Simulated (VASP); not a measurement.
# VASP 6.6.1 run: BeS

INCAR

```
LCHARG = .FALSE.
LREAL = .FALSE.
EDIFF = 1E-7
ISIF = 2
LWAVE = .FALSE.
IBRION = -1
SIGMA = 0.02
LASPH = .TRUE.
GGA = PE
NBANDS = 11
NSW = 0
NELM = 120
ISYM = -1
ENCUT = 520
PREC = Accurate
ISMEAR = -1
```

KPOINTS

```
KPOINTS created by Atomic Simulation Environment
0
Gamma
4 4 4
0 0 0
```

POSCAR

```
Be S
 1.0000000000000000
     0.0231729720000000    2.3172971968999998    2.3172971968999998
     2.3172971968999998    0.0231729720000000    2.3172971968999998
     2.3404701689000000    2.3404701689000000    0.0000000000000000
 Be  S
   1   1
Cartesian
  0.0000000000000000  0.0000000000000000  0.0000000000000000
  2.3404701688999996  2.3404701688999991  2.3172971968999994
```

The recommended PBE PAW datasets give the neutral cell 8 valence electrons.

Command

```
mpirun -np 1 vasp_std
```

OSZICAR

```
N       E                     dE             d eps       ncg     rms          rms(c)
DAV:   1     0.195772515434E+02    0.19577E+02   -0.39901E+03  1408   0.637E+02
DAV:   2    -0.771622817049E+01   -0.27293E+02   -0.25753E+02  1812   0.112E+02
DAV:   3    -0.883171076747E+01   -0.11155E+01   -0.11125E+01  1776   0.225E+01
DAV:   4    -0.883762502692E+01   -0.59143E-02   -0.59130E-02  1724   0.192E+00
DAV:   5    -0.883766850492E+01   -0.43478E-04   -0.43476E-04  1820   0.156E-01    0.604E+00
DAV:   6    -0.874280473232E+01    0.94864E-01   -0.22437E-01  1610   0.199E+00    0.414E+00
DAV:   7    -0.874078812988E+01    0.20166E-02   -0.77407E-02  1678   0.134E+00    0.177E+00
DAV:   8    -0.874188268368E+01   -0.10946E-02   -0.67022E-03  1570   0.418E-01    0.372E-01
DAV:   9    -0.874185684065E+01    0.25843E-04   -0.19249E-04  1743   0.859E-02    0.870E-02
DAV:  10    -0.874186723307E+01   -0.10392E-04   -0.27420E-05  1713   0.277E-02    0.754E-03
DAV:  11    -0.874186848316E+01   -0.12501E-05   -0.45286E-06  1704   0.119E-02    0.579E-03
DAV:  12    -0.874186841239E+01    0.70770E-07   -0.20125E-07  1735   0.281E-03
   1 F= -.87418684E+01 E0= -.87418684E+01  d E =-.203241E-11
```

Standard output (part)

```
POSCAR found type information on POSCAR BeS
 POSCAR found :  2 types and       2 ions
 LDA part: xc-table for (Slater+PW92), standard interpolation
 POSCAR, INCAR and KPOINTS ok, starting setup
 WAVECAR not read
 entering main loop
```

From OUTCAR

```
k-points           NKPTS =     64   k-points in BZ     NKDIM =     64   number of bands    NBANDS=     11

   NELECT =       8.0000    total number of electrons

   dimension x,y,z NGX =    24 NGY =   24 NGZ =   28
   dimension x,y,z NGXF=    48 NGYF=   48 NGZF=   56

  energy-cutoff  :      520.00
  volume of cell :       24.88
      direct lattice vectors                 reciprocal lattice vectors
     0.023172972  2.317297197  2.317297197    -0.217948093  0.217948093  0.215768612
     2.317297197  0.023172972  2.317297197     0.217948093 -0.217948093  0.215768612
     2.340470169  2.340470169  0.000000000     0.213632289  0.213632289 -0.215768612

 k-points in reciprocal lattice and weights: KPOINTS created by Atomic Simulation Env
   0.00000000  0.00000000  0.00000000       0.016
   0.25000000  0.00000000  0.00000000       0.016
   0.50000000  0.00000000  0.00000000       0.016
  -0.25000000 -0.00000000  0.00000000       0.016
   0.00000000  0.25000000  0.00000000       0.016
   0.25000000  0.25000000  0.00000000       0.016
   0.50000000  0.25000000  0.00000000       0.016
  -0.25000000  0.25000000  0.00000000       0.016
   ...

 E-fermi :   6.9484

 k-point     1 :       0.0000    0.0000    0.0000
  band No.  band energies     occupation
      1      -8.4509      2.00000
      2       6.1937      2.00000
      3       6.3390      2.00000
      4       6.4942      2.00000
      5      11.8981      0.00000
      6      15.2410      0.00000
      7      15.4629      0.00000
      8      15.6610      0.00000
      9      16.1458      0.00000
     10      16.1743      0.00000
     11      16.2163      0.00000

 k-point     2 :       0.2500    0.0000    0.0000
  band No.  band energies     occupation
      1      -7.5542      2.00000
      2       2.6236      2.00000
      3       6.0403      2.00000
      4       6.1861      2.00000
      5      11.6630      0.00000
      6      12.2814      0.00000
      7      12.3559      0.00000
      8      16.2064      0.00000
      9      17.5451      0.00000
     10      17.6629      0.00000
     11      18.0123      0.00000

 k-point     3 :       0.5000    0.0000    0.0000
  band No.  band energies     occupation
      1      -6.1352      2.00000
      2      -0.5491      2.00000
      3       6.0311      2.00000
      4       6.1185      2.00000
      5      10.3914      0.00000
      6      10.4657      0.00000
      7      10.6987      0.00000
      8      16.7007      0.00000
      9      22.0320      0.00000
     10      22.2976      0.00000
     11      22.4801      0.00000

 k-point     4 :      -0.2500   -0.0000    0.0000
  band No.  band energies     occupation
      1      -7.5542      2.00000
      2       2.6236      2.00000
      3       6.0403      2.00000
      4       6.1861      2.00000
      5      11.6630      0.00000
      6      12.2814      0.00000
      7      12.3559      0.00000
      8      16.2064      0.00000
      9      17.5451      0.00000
     10      17.6629      0.00000
     11      18.0123      0.00000

 k-point     5 :       0.0000    0.2500    0.0000
  band No.  band energies     occupation
      1      -7.5542      2.00000
      2       2.6236      2.00000
      3       6.0403      2.00000
      4       6.1861      2.00000
      5      11.6630      0.00000
      6      12.2814      0.00000
      7      12.3559      0.00000
      8      16.2064      0.00000
      9      17.5451      0.00000
     10      17.6629      0.00000
     11      18.0123      0.00000

 ...

  Total        0.1676857      0.1676867      0.1559423     -0.3613153     -0.0000196     -0.0000199
  in kB       10.7963005     10.7963638     10.0402059    -23.2629671     -0.0012595     -0.0012812
  external PRESSURE =      10.5442901 kB  Pullay stress =       0.0000000 kB

 POSITION                                       TOTAL-FORCE (eV/Angst)
 -----------------------------------------------------------------------------------
      0.00000      0.00000      0.00000         0.000000      0.000000     -0.000000
      2.34047      2.34047      2.31730        -0.000000     -0.000000      0.000000
 -----------------------------------------------------------------------------------
    total drift:                               -0.000000     -0.000000      0.000000

  FREE ENERGIE OF THE ION-ELECTRON SYSTEM (eV)
  ---------------------------------------------------
  free  energy   TOTEN  =        -8.7418684124 eV

  energy  without entropy=       -8.7418684124  energy(sigma->0) =       -8.74186841
```

It converged. Results: gap between bands v and c on the k mesh 1.07 eV; least direct gap on the k mesh 3.92 eV; pressure 1.1 GPa. Band v is the last that the valence electrons fill when counted band by band, and c is the next.

These settings aren't sound, so the numbers aren't properties of the crystal.

On sound settings PBE gives a gap of 0.90 eV on its mesh and a pressure of -0.4 GPa for the intended cell.

The run took about 8.3 s on one core of a shared host (Intel Xeon Platinum 8488C) and held 0.14 GiB at most.
